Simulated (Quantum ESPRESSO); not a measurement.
The system is Rh.

```xyz
1
Lattice="0.0000 1.8979 1.8979 1.8979 0.0000 1.8979 1.8979 1.8979 0.0000" Properties=species:S:1:pos:R:3 pbc="T T T"
Rh    0.0000    0.0000    0.0000
```

Base run:

| Item | Value |
| --- | --- |
| Program | Quantum ESPRESSO 7.5 |
| Functional | PBEsol |
| Potentials or basis | SG15 PBE 1.2 |
| Cutoff | 952 eV |
| Density cutoff | 3810 eV |
| k mesh | 12 × 12 × 12 |
| Occupations | fermi-dirac, width 0.05 eV |
| Spin | no spin polarisation |

Its results: band gap on the k mesh none (metal or under the smearing width); pressure -4.2 GPa.

Question: The run is repeated on the same cell with these changes: potentials or basis from SG15 PBE 1.2 to GBRV 1.5 PBEsol; cutoff from 952 eV to 612 eV; density cutoff from 3810 eV to 4898 eV; valence electrons from 17 to 15. What comes out?

Answer: Band gap on the k mesh none (metal or under the smearing width); pressure -3.0 GPa.

Caveats: the potentials were made for another functional, which shifts forces and pressure (some runs).

Not every run made on this cell is shown here.
